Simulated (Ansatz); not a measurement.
# Cadmium, dhcp under PBE: from relaxation to bulk modulus, part 1 of 2

What does PBE give for cadmium in the dhcp structure? We relax it, solve it on a dense k-mesh, then scale the cell to 7 volumes from 88 to 112 % of the relaxed one and try a fit of the equation of state. Spin polarisation is left out. The k-meshes are 12×12×3 for the relaxation; 15×15×4 for the dense run; 15×15×4 for the volumes.

Program: Ansatz 0.2.0. Level of theory: DFT PBE, plane waves (420 eV) with PAW, scalar-relativistic. These are calculated values, not measurements.

### Step 1. The structure to begin with

The structure is hexagonal, space group P6_3/mmc (No. 194). The conventional cell has a = 3.125 Å, b = 3.125 Å, c = 10.207 Å, α = 90.00°, β = 90.00°, γ = 120.00°. Cd (site symmetry -3m) has 12 Cd at 3.13 Å as nearest neighbours. Around Cd (site symmetry -6m2) lie 12 Cd at 3.13 Å.

Coordinates:

```
CELL_PARAMETERS angstrom
3.12529 0.00000 0.00000
-1.56265 2.70658 0.00000
0.00000 0.00000 10.20721
ATOMIC_POSITIONS crystal
Cd 0.00000 0.00000 0.00000
Cd 0.00000 0.00000 0.50000
Cd 0.33333 0.66667 0.25000
Cd 0.66667 0.33333 0.75000
```

### Step 2. Relaxation of the cell

input.yaml reads:

```yaml
crystal:
  lattice:
    - [3.1252932589, 0.0, 0.0]
    - [-1.5626466294, 2.7065833565, 0.0]
    - [0.0, 0.0, 10.2072077835]
  atoms:
    - { symbol: Cd, position: [0.0, 0.0, 0.0] }
    - { symbol: Cd, position: [0.0, 0.0, 0.5] }
    - { symbol: Cd, position: [0.3333333333, 0.6666666667, 0.25] }
    - { symbol: Cd, position: [0.6666666667, 0.3333333333, 0.75] }
hamiltonian:
  xc: pbe
  pseudopotentials:
    kind: paw
    azcp:
      Cd: "pseudopotentials/Cd.paw.azcp"
basis:
  ecutwfc: 420
  fft_grid_basis: typed
kpoints:
  mp_grid: { grid: [12, 12, 3], shift: [0, 0, 0] }
magnetization:
  spin_polarized: false
scf:
  occupations: { method: fermi_dirac, width: 0.1 }
relax:
  max_steps: 60
  f_tol: 0.01
  cell: {}
```

Standard output:

```text
Engine: ansatz 0.2.0, x86_64-unknown-linux-gnu
Pseudopotentials: kind: paw
Pseudopotential: Cd, paw, valence charge 20, recommended cutoff 420 eV (normal), <dir>
Functional definition: PBE
  parameter kappa = 0.804
  parameter beta = 0.06672455060314922
  exchange = pbe_x(kappa = kappa, mu = beta*pi^2/3)
  correlation = pbe_c(beta = beta)
Crystal: 4 atoms, lattice volume = 86.341 Å³
Basis set: ecut = 420 eV, 1655 PW (Γ), exchange–correlation on 48×48×144 points (8 copies of the dense FFT grid, shifted against one another)
Bands: 48, of which v1, the nominal top of the filled ones, is band 40 counted from 1 (39 counted from 0)
Symmetry: 24 space group operations
Space group: P63/mmc (ITA 194), of the structure as read, at distance tolerance 4.4e-5 Å
k-points: 38 of 432
Non-local potential: Cd, projectors of the file, l = 0: 3, l = 1: 2, l = 2: 2, l = 3: 1
PAW form: soft (Blöchl's): semilocal exchange-correlation on the pseudo side does not see the compensation charge
PAW one-centre angular grid: Cd, 590 points (default); XC on 64 Gauss nodes
Initial density: superposition of atomic densities (neutral atoms: chi_scale 0, normalization atom), corrected by the library's trained network
Initial wavefunctions: pseudopotential atomic-orbital guess
Functional: x = pbe(κ = 0.804, μ = 0.2195149727645171), c = pbe(β = 0.06672455060314922)
SCF iter   1: F=—  HF=-33017.749588 eV  |F-HF|=—  |Δ(HF+E_count)|=         —  Δρ=8.67e-4  dr2=1.18e-3  ethr=1.77e-3  ⟨swp⟩=6.4  Hψ=6291  notcnv=0  defer=13
preconditioner: auto → Kerker (q_TF=auto, 2.694 Å⁻¹)  [metal: Δε(μ)=0.010 eV  Ē_g=13.038 eV  σ=0.100 eV  W_gap=0.02  n_scr=38 (ndim 8)  ℏωp=27.7 eV  f_vac=0.000  D(μ)=1.59/eV (n_scr^D=4)]
SCF iter   2: F=—  HF=-33017.750508 eV  |F-HF|=—  |Δ(HF+E_count)|=   9.20e-4  Δρ=5.60e-4  dr2=5.80e-4  ethr=1.48e-6  ⟨swp⟩=2.1  Hψ=2973  notcnv=0  defer=15
SCF iter   3: F=—  HF=-33017.750499 eV  |F-HF|=—  |Δ(HF+E_count)|=   8.86e-6  Δρ=1.34e-4  dr2=5.56e-5  ethr=7.25e-7  ⟨swp⟩=2.0  Hψ=1965  notcnv=0  defer=15
SCF iter   4: F=—  HF=-33017.750524 eV  |F-HF|=—  |Δ(HF+E_count)|=   2.53e-5  Δρ=5.72e-5  dr2=3.75e-6  ethr=6.95e-8  ⟨swp⟩=2.0  Hψ=1914  notcnv=0  defer=15
SCF iter   5: F=—  HF=-33017.750524 eV  |F-HF|=—  |Δ(HF+E_count)|=   2.47e-7  Δρ=2.25e-5  dr2=4.39e-7  ethr=4.69e-9  ⟨swp⟩=2.0  Hψ=2697  notcnv=0  defer=15
SCF iter   6: F=-33017.750524 eV  HF=-33017.750524 eV  |F-HF|=6.56e-9  |Δ(HF+E_count)|=   1.86e-8  Δρ=6.38e-6  dr2=2.95e-8  ethr=1.25e-10  ⟨swp⟩=4.0  Hψ=5749  notcnv=0
SCF 1 converged in 6 iterations: F = -33017.750524 eV  dr2 = 2.95e-8
relax step   1: F+E_penalty+E_count = -33017.75052443 eV  Δ(F+E_penalty+E_count) = +0.000e0 eV  max|allowed force component| = 1.342e-16 eV/Å  Δτ_max = 0.0000 Å  P = +2.646 GPa  Ω = 86.341 Å³  (6 SCF iters, dr2 threshold 1.00e-7 eV, accepted)
Crystal: 4 atoms, lattice volume = 91.889 Å³
Basis set: ecut = 420 eV, 1811 PW (Γ), exchange–correlation on 48×48×144 points (8 copies of the dense FFT grid, shifted against one another)
Initial density: handed on by an earlier stage of this run
Initial wavefunctions: those handed on with the density
iter 1 solved again at ethr=9.94e-6 eV; its pass at ethr=3.10e-3 eV (dr2=7.95e-3 eV) is discarded
SCF iter   1: F=—  HF=-33017.789280 eV  |F-HF|=—  |Δ(HF+E_count)|=         —  Δρ=3.00e-3  dr2=9.50e-3  ethr=9.94e-6  ⟨swp⟩=1.9  Hψ=8078  notcnv=0
preconditioner: auto → Kerker (q_TF=auto, 2.666 Å⁻¹)  [metal: Δε(μ)=0.059 eV  Ē_g=12.712 eV  σ=0.100 eV  W_gap=0.15  n_scr=38 (ndim 8)  ℏωp=26.8 eV  f_vac=0.000  D(μ)=1.53/eV (n_scr^D=4)]
SCF iter   2: F=—  HF=-33017.786876 eV  |F-HF|=—  |Δ(HF+E_count)|=   2.40e-3  Δρ=1.34e-3  dr2=2.23e-3  ethr=9.94e-6  ⟨swp⟩=2.4  Hψ=2534  notcnv=0
SCF iter   3: F=—  HF=-33017.786275 eV  |F-HF|=—  |Δ(HF+E_count)|=   6.01e-4  Δρ=5.07e-4  dr2=2.51e-4  ethr=2.79e-6  ⟨swp⟩=2.1  Hψ=2271  notcnv=0
SCF iter   4: F=—  HF=-33017.786270 eV  |F-HF|=—  |Δ(HF+E_count)|=   5.04e-6  Δρ=1.34e-4  dr2=9.48e-6  ethr=3.14e-7  ⟨swp⟩=2.0  Hψ=2578  notcnv=0
SCF iter   5: F=—  HF=-33017.786273 eV  |F-HF|=—  |Δ(HF+E_count)|=   3.21e-6  Δρ=2.29e-5  dr2=4.02e-7  ethr=1.19e-8  ⟨swp⟩=2.0  Hψ=2744  notcnv=0
SCF iter   6: F=-33017.786273 eV  HF=-33017.786273 eV  |F-HF|=7.60e-9  |Δ(HF+E_count)|=   2.04e-7  Δρ=5.00e-6  dr2=2.56e-8  ethr=5.00e-10  ⟨swp⟩=3.5  Hψ=5037  notcnv=0
SCF 2 converged in 6 iterations: F = -33017.786273 eV  dr2 = 2.56e-8
relax step   2: F+E_penalty+E_count = -33017.78627302 eV  Δ(F+E_penalty+E_count) = -3.575e-2 eV  max|allowed force component| = 9.714e-17 eV/Å  Δτ_max = 0.0000 Å  P = -0.270 GPa  Ω = 91.889 Å³  energy of the carried Pulay correction = -2.093e-3 eV  (6 SCF iters, dr2 threshold 4.00e-7 eV, accepted)
Crystal: 4 atoms, lattice volume = 91.347 Å³
iter 1 solved again at ethr=4.25e-8 eV; its pass at ethr=3.10e-3 eV (dr2=3.40e-5 eV) is discarded
SCF iter   1: F=—  HF=-33017.787025 eV  |F-HF|=—  |Δ(HF+E_count)|=         —  Δρ=2.75e-4  dr2=7.97e-5  ethr=4.25e-8  ⟨swp⟩=2.7  Hψ=7525  notcnv=0
eigensolver tolerance schedule calibrated: the retry pair's looser diagonalisation under-reported the residual by θ = 0.57 (0.12/decade); ethr = c·dr2/N_el runs at the constant in force after the calibration composes with the one it found (an armed cap, an earlier calibration), c = 7.2e-2
preconditioner: auto → Kerker (q_TF=auto, 2.669 Å⁻¹)  [metal: Δε(μ)=0.045 eV  Ē_g=12.694 eV  σ=0.100 eV  W_gap=0.11  n_scr=38 (ndim 8)  ℏωp=26.9 eV  f_vac=0.000  D(μ)=1.54/eV (n_scr^D=4)]
SCF iter   2: F=—  HF=-33017.787009 eV  |F-HF|=—  |Δ(HF+E_count)|=   1.62e-5  Δρ=1.23e-4  dr2=1.83e-5  ethr=4.25e-8  ⟨swp⟩=2.0  Hψ=2586  notcnv=0
SCF iter   3: F=—  HF=-33017.787004 eV  |F-HF|=—  |Δ(HF+E_count)|=   4.76e-6  Δρ=4.75e-5  dr2=2.26e-6  ethr=1.65e-8  ⟨swp⟩=2.0  Hψ=2418  notcnv=0
SCF iter   4: F=-33017.787004 eV  HF=-33017.787004 eV  |F-HF|=9.66e-9  |Δ(HF+E_count)|=   1.05e-8  Δρ=1.29e-5  dr2=8.65e-8  ethr=2.00e-10  ⟨swp⟩=2.7  Hψ=6225  notcnv=0
SCF 3 converged in 4 iterations: F = -33017.787004 eV  dr2 = 8.65e-8
relax step   3: F+E_penalty+E_count = -33017.78700399 eV  Δ(F+E_penalty+E_count) = -7.310e-4 eV  max|allowed force component| = 8.095e-17 eV/Å  Δτ_max = 0.0000 Å  P = -0.038 GPa  Ω = 91.347 Å³  energy of the carried Pulay correction = -1.895e-3 eV  (4 SCF iters, dr2 threshold 2.22e-7 eV, accepted)
[... from here on, the SCF cycles and remarks between the steps are left out ...]
relax step   4: F+E_penalty+E_count = -33017.78707802 eV  Δ(F+E_penalty+E_count) = -7.404e-5 eV  max|allowed force component| = 4.626e-17 eV/Å  Δτ_max = 0.0000 Å  P = +0.004 GPa  Ω = 91.245 Å³  energy of the carried Pulay correction = -1.857e-3 eV  (4 SCF iters, dr2 threshold 1.74e-8 eV, accepted)
relax step   5: F+E_penalty+E_count = -33017.78719348 eV  Δ(F+E_penalty+E_count) = -1.155e-4 eV  max|allowed force component| = 5.551e-17 eV/Å  Δτ_max = 0.0000 Å  P = +0.051 GPa  Ω = 91.120 Å³  energy of the carried Pulay correction = -1.811e-3 eV  (7 SCF iters, accepted)
relax step   6: F+E_penalty+E_count = -33017.78634186 eV  Δ(F+E_penalty+E_count) = +8.516e-4 eV  max|allowed force component| = 6.476e-17 eV/Å  Δτ_max = 0.0000 Å  P = +0.389 GPa  Ω = 90.341 Å³  energy of the carried Pulay correction = -1.523e-3 eV  (6 SCF iters, dr2 threshold 1.70e-8 eV, rejected (line search))
relax step   7: F+E_penalty+E_count = -33017.78731776 eV  Δ(F+E_penalty+E_count) = -1.243e-4 eV  max|allowed force component| = 3.701e-17 eV/Å  Δτ_max = 0.0000 Å  P = +0.061 GPa  Ω = 91.077 Å³  energy of the carried Pulay correction = -1.795e-3 eV  (8 SCF iters, accepted)
relax step   8: F+E_penalty+E_count = -33017.78745995 eV  Δ(F+E_penalty+E_count) = -1.422e-4 eV  max|allowed force component| = 9.252e-17 eV/Å  Δτ_max = 0.0000 Å  P = +0.073 GPa  Ω = 91.032 Å³  energy of the carried Pulay correction = -1.779e-3 eV  (4 SCF iters, dr2 threshold 2.34e-8 eV, accepted)
relax step   9: F+E_penalty+E_count = -33017.77881471 eV  Δ(F+E_penalty+E_count) = +8.645e-3 eV  max|allowed force component| = 1.156e-16 eV/Å  Δτ_max = 0.0000 Å  P = +0.370 GPa  Ω = 90.460 Å³  energy of the carried Pulay correction = -1.568e-3 eV  (6 SCF iters, dr2 threshold 2.89e-8 eV, rejected (line search))
relax step  10: F+E_penalty+E_count = -33017.78748283 eV  Δ(F+E_penalty+E_count) = -2.288e-5 eV  max|allowed force component| = 4.626e-17 eV/Å  Δτ_max = 0.0000 Å  P = -0.086 GPa  Ω = 91.370 Å³  energy of the carried Pulay correction = -1.903e-3 eV  (9 SCF iters, accepted)
relax step  11: F+E_penalty+E_count = -33017.78760367 eV  Δ(F+E_penalty+E_count) = -1.208e-4 eV  max|allowed force component| = 6.939e-17 eV/Å  Δτ_max = 0.0000 Å  P = -0.004 GPa  Ω = 91.183 Å³  energy of the carried Pulay correction = -1.835e-3 eV  (4 SCF iters, dr2 threshold 1.97e-8 eV, accepted)
Initial wavefunctions: pseudopotential atomic-orbital guess (no wavefunctions were taken with the density)
iter 1 solved again at ethr=6.39e-9 eV; its pass at ethr=3.10e-3 eV (dr2=5.11e-6 eV) is discarded
SCF iter   1: F=—  HF=-33017.789223 eV  |F-HF|=—  |Δ(HF+E_count)|=         —  Δρ=1.45e-4  dr2=3.32e-6  ethr=6.39e-9  ⟨swp⟩=3.6  Hψ=11003  notcnv=0
preconditioner: auto → Kerker (q_TF=auto, 2.669 Å⁻¹)  [metal: Δε(μ)=0.052 eV  Ē_g=12.709 eV  σ=0.100 eV  W_gap=0.13  n_scr=38 (ndim 8)  ℏωp=26.9 eV  f_vac=0.000  D(μ)=1.44/eV (n_scr^D=4)]
SCF iter   2: F=—  HF=-33017.789241 eV  |F-HF|=—  |Δ(HF+E_count)|=   1.77e-5  Δρ=7.11e-5  dr2=8.61e-7  ethr=4.15e-9  ⟨swp⟩=2.3  Hψ=3117  notcnv=0
SCF iter   3: F=—  HF=-33017.789242 eV  |F-HF|=—  |Δ(HF+E_count)|=   4.92e-7  Δρ=1.82e-5  dr2=7.47e-8  ethr=1.08e-9  ⟨swp⟩=3.0  Hψ=3191  notcnv=0
SCF iter   4: F=—  HF=-33017.789242 eV  |F-HF|=—  |Δ(HF+E_count)|=   2.76e-8  Δρ=1.36e-6  dr2=5.84e-10  ethr=9.34e-11  ⟨swp⟩=2.0  Hψ=2743  notcnv=0
SCF iter   5: F=-33017.789242 eV  HF=-33017.789242 eV  |F-HF|=7.28e-12  |Δ(HF+E_count)|=  7.20e-10  Δρ=1.33e-7  dr2=2.12e-11  ethr=1.00e-12  ⟨swp⟩=4.0  Hψ=5929  notcnv=0
SCF 12 converged in 5 iterations: F = -33017.789242 eV  dr2 = 2.12e-11
relax step  12: F+E_penalty+E_count = -33017.78924159 eV  Δ(F+E_penalty+E_count) = -1.638e-3 eV  max|allowed force component| = 1.180e-16 eV/Å  Δτ_max = 0.0000 Å  P = -0.018 GPa  Ω = 91.183 Å³  stress off target by 2.06e-2 GPa  SCF on the basis re-selected at this cell (its energy is not comparable with the rows above)  (5 SCF iters)
basis re-selected at this cell: Δ(F+E_penalty+E_count) = -1.638e-3 eV, ΔP = -0.015 GPa vs the last step (what re-selecting the basis moved, of the pressure what is left beyond the Pulay correction that the steps carried, after the strain that the cell walked since its last selection, with what the two solves' SCF thresholds leave and, on support functions, any second-order correction that the steps lacked; it is no measure of the basis error at this ecutwfc). This SCF's stress stands 2.06e-2 GPa from its target on what of the cell is left free (relax.cell.stress_tol is 5.00e-2 GPa) and its largest allowed force component is 1.18e-16 eV/Å (relax.f_tol is 1.00e-2 eV/Å): within both
SCF converged after 5 iterations
Free energy (F): -33017.789242 eV
Harris-Foulkes:  -33017.789242 eV  (|F-HF|=7.28e-12)
Internal energy: -33017.742759 eV  (E = F + TS)
E sigma→0 (E₀):  -33017.766000 eV
Entropy (-TS):   -0.046483 eV (-11.621 meV/atom)
Fermi energy:    13.692249 eV
--- Per-component energies (eV) ---
  E_band       = -1645.786756
  E_kinetic    = 2018.477502
  E_local      = -12038.755408  (includes V_loc(G=0)·N_el)
  E_nonlocal   = 128.604367
  E_hartree    = 5644.051396
  E_xc         = -707.838523
  E_vxc        = -887.739296  (∫ρ·V_xc dr)
  E_paw        = -16328.883983  (= ΣΔE_a)
  E_vpaw       = -2154.476652  (= ΣTr[D̂ρ^β])
  E_aug_tail   = 0.000052  (compensation charges beyond the density's cutoff)
  E_ewald      = -11733.398161
  E_smearing   = -0.046483  (= −TS)
  E_closure    = 0.000000  (closes the sum)
  Σ components = -33017.789242   (vs F -33017.789242, Δ=0.00e0)
--- Forces (eV/Å), atoms counted from 1 ---
  atom   1  Cd    -0.00000000     0.00000000     0.00000000
  atom   2  Cd    -0.00000000     0.00000000     0.00000000
  atom   3  Cd     0.00000000     0.00000000    -0.00000000
  atom   4  Cd    -0.00000000    -0.00000000     0.00000000
  max |Σ_I F_I| component: 4.63e-17 eV/Å
--- Stress (GPa, compression-positive) ---
       -0.020643      -0.000000       0.000000
       -0.000000      -0.020643      -0.000000
        0.000000      -0.000000      -0.013839
  P = ⅓ Tr σ = -0.0184 GPa (-0.184 kbar)
--- Relaxed structure (11 steps of the walk, 9 accepted, 1 SCFs on fresh bases) ---
  F+E_penalty+E_count = -33017.78924159 eV   max|allowed force component| = 1.180e-16 eV/Å   (the final SCF, on the basis selected at the relaxed cell)
  cell:  # Å, volume = 91.1834 Å³
    - [3.206034770559667, -2.961325026323438e-11, -1.2710471413434166e-33]
    - [-1.6030173852541876, 2.7765075567356923, -5.11305260535386e-34]
    - [-4.151239963627601e-33, -4.9180147560164044e-33, 10.243502020046165]
  atoms:
    - { symbol: Cd, position: [3.39751268449578e-33, -7.412212225424442e-35, 4.814741588646939e-35] }
    - { symbol: Cd, position: [3.950348616759843e-33, 1.8678774821414424e-34, 0.5] }
    - { symbol: Cd, position: [0.33333333333333326, 0.6666666666666667, 0.25] }
    - { symbol: Cd, position: [0.6666666666666667, 0.33333333333333337, 0.75] }
```

Wall time 95 s (1 thread of an x86-64 CPU, shared host); peak memory 0.61 GiB.

Relaxation path:

```csv
step,energy change (meV/atom),largest force (eV/Å),pressure (GPa),volume (Å³/atom),accepted
1,0.00,0.0000,2.65,21.585,yes
2,-8.94,0.0000,-0.27,22.972,yes
3,-9.12,0.0000,-0.04,22.837,yes
4,-9.14,0.0000,0.00,22.811,yes
5,-9.17,0.0000,0.05,22.780,yes
6,-8.95,0.0000,0.39,22.585,no
7,-9.20,0.0000,0.06,22.769,yes
8,-9.23,0.0000,0.07,22.758,yes
9,-7.07,0.0000,0.37,22.615,no
10,-9.24,0.0000,-0.09,22.842,yes
11,-9.27,0.0000,0.00,22.796,yes
12,-9.68,0.0000,-0.02,22.796,yes
```

Steps that repeat a cell are solved on a basis chosen anew, so their changes of energy are no gain of the relaxation.

The cell of the run, before and after:

|  | before | after | change |
| --- | --- | --- | --- |
| a (Å) | 3.125 | 3.206 | +2.6 % |
| b (Å) | 3.125 | 3.206 | +2.6 % |
| c (Å) | 10.207 | 10.244 | +0.4 % |
| volume (Å³/atom) | 21.585 | 22.796 | +5.6 % |
| shortest distance (Å) | 3.125 | 3.160 | +1.1 % |
| space group (spins left aside) | P6_3/mmc | P6_3/mmc | same |

### Step 3. The energy on a finer k-mesh

input.yaml reads:

```yaml
crystal:
  lattice:
    - [3.2060347706, 0.0, 0.0]
    - [-1.6030173853, 2.7765075567, 0.0]
    - [0.0, 0.0, 10.24350202]
  atoms:
    - { symbol: Cd, position: [0.0, 1.0, 0.0] }
    - { symbol: Cd, position: [0.0, 0.0, 0.5] }
    - { symbol: Cd, position: [0.3333333333, 0.6666666667, 0.25] }
    - { symbol: Cd, position: [0.6666666667, 0.3333333333, 0.75] }
hamiltonian:
  xc: pbe
  pseudopotentials:
    kind: paw
    azcp:
      Cd: "pseudopotentials/Cd.paw.azcp"
basis:
  ecutwfc: 420
  fft_grid_basis: typed
kpoints:
  mp_grid: { grid: [15, 15, 4], shift: [0, 0, 0] }
magnetization:
  spin_polarized: false
scf:
  occupations: { method: fermi_dirac, width: 0.1 }
```

Standard output:

```text
[... 8 set-up lines as earlier in the session ...]
Crystal: 4 atoms, lattice volume = 91.183 Å³
Basis set: ecut = 420 eV, 1799 PW (Γ)
Bands: 46, of which v1, the nominal top of the filled ones, is band 40 counted from 1 (39 counted from 0)
[... 1 set-up line as earlier in the session ...]
Space group: P63/mmc (ITA 194), of the structure as read, at distance tolerance 4.5e-5 Å
k-points: 81 of 900
[... 6 set-up lines as earlier in the session ...]
SCF iter   1: F=—  HF=-33017.779712 eV  |F-HF|=—  |Δ(HF+E_count)|=         —  Δρ=7.74e-4  dr2=1.15e-3  ethr=1.77e-3  ⟨swp⟩=6.1  Hψ=12451  notcnv=0  defer=10
preconditioner: auto → Kerker (q_TF=auto, 2.669 Å⁻¹)  [metal: Δε(μ)=0.043 eV  Ē_g=11.874 eV  σ=0.100 eV  W_gap=0.11  n_scr=38 (ndim 8)  ℏωp=26.9 eV  f_vac=0.000  D(μ)=1.39/eV (n_scr^D=4)]
SCF iter   2: F=—  HF=-33017.780580 eV  |F-HF|=—  |Δ(HF+E_count)|=   8.68e-4  Δρ=5.03e-4  dr2=5.68e-4  ethr=1.43e-6  ⟨swp⟩=2.2  Hψ=6221  notcnv=0  defer=11
SCF iter   3: F=—  HF=-33017.780575 eV  |F-HF|=—  |Δ(HF+E_count)|=   5.66e-6  Δρ=1.23e-4  dr2=5.05e-5  ethr=7.10e-7  ⟨swp⟩=2.0  Hψ=4040  notcnv=0  defer=11
SCF iter   4: F=—  HF=-33017.780609 eV  |F-HF|=—  |Δ(HF+E_count)|=   3.47e-5  Δρ=5.60e-5  dr2=3.17e-6  ethr=6.31e-8  ⟨swp⟩=2.0  Hψ=3989  notcnv=0  defer=11
SCF iter   5: F=—  HF=-33017.780610 eV  |F-HF|=—  |Δ(HF+E_count)|=   4.91e-7  Δρ=2.55e-5  dr2=5.90e-7  ethr=3.96e-9  ⟨swp⟩=2.1  Hψ=6468  notcnv=0  defer=11
SCF iter   6: F=-33017.780610 eV  HF=-33017.780610 eV  |F-HF|=1.67e-9  |Δ(HF+E_count)|=   1.26e-8  Δρ=5.85e-6  dr2=2.61e-8  ethr=1.25e-10  ⟨swp⟩=1.0  Hψ=9950  notcnv=0
SCF 1 converged in 6 iterations: F = -33017.780610 eV  dr2 = 2.61e-8
SCF converged after 6 iterations
Free energy (F): -33017.780610 eV
Harris-Foulkes:  -33017.780610 eV  (|F-HF|=1.67e-9)
Internal energy: -33017.733703 eV  (E = F + TS)
E sigma→0 (E₀):  -33017.757156 eV
Entropy (-TS):   -0.046907 eV (-11.727 meV/atom)
Fermi energy:    13.706700 eV
--- Per-component energies (eV) ---
  E_band       = -1645.804823
  E_kinetic    = 2018.468381
  E_local      = -12038.717413  (includes V_loc(G=0)·N_el)
  E_nonlocal   = 128.608772
  E_hartree    = 5644.020346
  E_xc         = -707.833356
  E_vxc        = -887.732640  (∫ρ·V_xc dr)
  E_paw        = -16328.882323  (= ΣΔE_a)
  E_vpaw       = -2154.470526  (= ΣTr[D̂ρ^β])
  E_aug_tail   = 0.000052  (compensation charges beyond the density's cutoff)
  E_ewald      = -11733.398161
  E_smearing   = -0.046907  (= −TS)
  E_closure    = 0.000000  (closes the sum)
  Σ components = -33017.780610   (vs F -33017.780610, Δ=0.00e0)
```

Wall time 13 s (1 thread of an x86-64 CPU, shared host); peak memory 0.66 GiB.

### Step 4. Volume × 0.88

input.yaml: that of step 3 with these lines changed.

```diff
@@ -2,5 +2,5 @@
   lattice:
-    - [3.2060347706, 0.0, 0.0]
-    - [-1.6030173853, 2.7765075567, 0.0]
-    - [0.0, 0.0, 10.24350202]
+    - [3.0722917324, 0.0, 0.0]
+    - [-1.5361458662, 2.6606826881, 0.0]
+    - [0.0, 0.0, 9.8161837969]
   atoms:
@@ -25 +25,3 @@
   occupations: { method: fermi_dirac, width: 0.1 }
+output:
+  stress: true
```

Standard output:

```text
[... 8 set-up lines as earlier in the session ...]
Crystal: 4 atoms, lattice volume = 80.241 Å³
Basis set: ecut = 420 eV, 1581 PW (Γ)
Bands: 46, of which v1, the nominal top of the filled ones, is band 40 counted from 1 (39 counted from 0)
[... 1 set-up line as earlier in the session ...]
Space group: P63/mmc (ITA 194), of the structure as read, at distance tolerance 4.3e-5 Å
k-points: 81 of 900
[... 6 set-up lines as earlier in the session ...]
SCF iter   1: F=—  HF=-33017.556127 eV  |F-HF|=—  |Δ(HF+E_count)|=         —  Δρ=1.04e-3  dr2=1.82e-3  ethr=1.77e-3  ⟨swp⟩=6.1  Hψ=12359  notcnv=0  defer=8
preconditioner: auto → Kerker (q_TF=auto, 2.727 Å⁻¹)  [metal: Δε(μ)=0.022 eV  Ē_g=12.594 eV  σ=0.100 eV  W_gap=0.05  n_scr=38 (ndim 8)  ℏωp=28.7 eV  f_vac=0.000  D(μ)=1.33/eV (n_scr^D=4)]
SCF iter   2: F=—  HF=-33017.557120 eV  |F-HF|=—  |Δ(HF+E_count)|=   9.94e-4  Δρ=6.72e-4  dr2=9.00e-4  ethr=2.27e-6  ⟨swp⟩=2.1  Hψ=5935  notcnv=0  defer=9
SCF iter   3: F=—  HF=-33017.557023 eV  |F-HF|=—  |Δ(HF+E_count)|=   9.71e-5  Δρ=1.64e-4  dr2=7.88e-5  ethr=1.13e-6  ⟨swp⟩=2.0  Hψ=3930  notcnv=0  defer=9
SCF iter   4: F=—  HF=-33017.557022 eV  |F-HF|=—  |Δ(HF+E_count)|=   1.12e-6  Δρ=6.79e-5  dr2=3.90e-6  ethr=9.85e-8  ⟨swp⟩=2.0  Hψ=4140  notcnv=0  defer=9
SCF iter   5: F=—  HF=-33017.557023 eV  |F-HF|=—  |Δ(HF+E_count)|=   8.79e-7  Δρ=1.85e-5  dr2=2.60e-7  ethr=4.87e-9  ⟨swp⟩=2.1  Hψ=5662  notcnv=0  defer=9
SCF iter   6: F=-33017.557023 eV  HF=-33017.557023 eV  |F-HF|=1.39e-8  |Δ(HF+E_count)|=   1.03e-8  Δρ=6.04e-6  dr2=2.61e-8  ethr=1.25e-10  ⟨swp⟩=4.0  Hψ=11189  notcnv=0
SCF 1 converged in 6 iterations: F = -33017.557023 eV  dr2 = 2.61e-8
SCF converged after 6 iterations
Free energy (F): -33017.557023 eV
Harris-Foulkes:  -33017.557023 eV  (|F-HF|=1.39e-8)
Internal energy: -33017.513666 eV  (E = F + TS)
E sigma→0 (E₀):  -33017.535345 eV
Entropy (-TS):   -0.043357 eV (-10.839 meV/atom)
Fermi energy:    16.246127 eV
--- Per-component energies (eV) ---
  E_band       = -1473.013456
  E_kinetic    = 2022.591578
  E_local      = -11191.024437  (includes V_loc(G=0)·N_el)
  E_nonlocal   = 127.798943
  E_hartree    = 5305.378331
  E_xc         = -711.054382
  E_vxc        = -892.231715  (∫ρ·V_xc dr)
  E_paw        = -16327.027169  (= ΣΔE_a)
  E_vpaw       = -2150.892548  (= ΣTr[D̂ρ^β])
  E_aug_tail   = 0.000052  (compensation charges beyond the density's cutoff)
  E_ewald      = -12244.176581
  E_smearing   = -0.043357  (= −TS)
  E_closure    = -0.000000  (closes the sum)
  Σ components = -33017.557023   (vs F -33017.557023, Δ=0.00e0)
--- Stress (GPa, compression-positive) ---
        7.568142      -0.000000       0.000000
        0.000000       7.568142       0.000000
        0.000000       0.000000       7.696725
  P = ⅓ Tr σ = 7.6110 GPa (76.110 kbar)
```

Wall time 15 s (1 thread of an x86-64 CPU, shared host); peak memory 0.64 GiB.

(Continued in part 2 of 2.)
